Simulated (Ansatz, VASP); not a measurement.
Two plane-wave programs on Tl

```
CELL_PARAMETERS angstrom
-1.94109 1.94109 1.94109
1.94109 -1.94109 1.94109
1.94109 1.94109 -1.94109
ATOMIC_POSITIONS crystal
Tl 0.00000 0.00000 0.00000
```

Alike in both runs: task single point; functional PBE; k mesh 16 × 16 × 16; occupations gaussian, width 0.05 eV; no spin polarisation.

|  | VASP | Ansatz |
| --- | --- | --- |
| version | VASP 6.6.1 | Ansatz 0.2.0 |
| potentials or method | VASP PAW PBE potentials, release 64 (Tl_d) | scalar-relativistic, plane waves, PAW |
| plane-wave cutoff (eV) | 520 | 420 |
| valence electrons in the cell | 13 | 13 |

```csv
,VASP,Ansatz,Ansatz less VASP
pressure (GPa),2.1,2.2,+0.07
```

The functional is the same, so the differences come from potentials, cutoffs and numerics.

Spin-orbit coupling is left out, which matters for the levels of Tl.
